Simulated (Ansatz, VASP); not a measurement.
AlNi: VASP beside Ansatz

File INCAR:

```
SYSTEM = AlNi
PREC = Accurate
ENCUT = 520
EDIFF = 1E-6
ISMEAR = 0
SIGMA = 0.1
LREAL = .FALSE.
LASPH = .TRUE.
NELM = 60
ALGO = Fast
ISIF = 2
LWAVE = .FALSE.
LCHARG = .FALSE.
GGA = PS
NBANDS = 14
```

Contents of KPOINTS:

```
Automatic mesh
0
G
  14 14 14
  0 0 0
```

File POSCAR:

```
AlNi
1.0
    2.8586048674      0.0000000000      0.0000000000
    0.0000000000      2.8586048674      0.0000000000
    0.0000000000      0.0000000000      2.9267970636
Al Ni
1 1
Direct
    0.0000000000      0.0000000000      0.0000000000
    0.5000000000      0.5000000000      0.5000000000
```

Input for Ansatz:

```yaml
crystal:
  lattice:
    - [2.8586048674, 0.0, 0.0]
    - [0.0, 2.8586048674, 0.0]
    - [0.0, 0.0, 2.9267970636]
  atoms:
    - { symbol: Al, position: [0.0, 0.0, 0.0] }
    - { symbol: Ni, position: [0.5, 0.5, 0.5] }
basis:
  ecutwfc: 420
kpoints:
  mp_grid: { grid: [14, 14, 14] }
hamiltonian:
  xc: pbesol
scf:
  occupations: { method: gaussian, width: 0.1 }
output:
  forces: true
  stress: true
  eigenvalues: true
```

Change from the starting cell: strain along c alone, the other axes held, atoms relaxed: +2.0 %.

Alike in both runs: task single point; functional PBEsol; k mesh 14 × 14 × 14; occupations gaussian, width 0.1 eV; no spin polarisation.

```csv
,VASP,Ansatz
version,VASP 6.6.1,Ansatz 0.2.0
potentials or method,"VASP PAW PBE potentials, release 64 (Al, Ni)","scalar-relativistic, plane waves, PAW"
plane-wave cutoff (eV),520,420
valence electrons in the cell,13,21
```

Ansatz gave:

| Item | Value |
| --- | --- |
| gap on the k mesh at the Fermi level (eV) | none |
| pressure (GPa) | -3.2 |
| largest component of the traceless stress (GPa) | 1.06 |

Which values does VASP return?

gap on the k mesh at the Fermi level (eV): none; pressure (GPa): -3.4; largest component of the traceless stress (GPa): 1.10.

A gap of «none» marks a metal or a gap that the smearing closes. The two sets of potentials don't hold the same shells in valence.

Caveats: the PAW data sets were made with another functional, which shifts forces and pressure a little (VASP). Spin polarisation is off, so any magnetic state and its effect on volume and gap are missing.
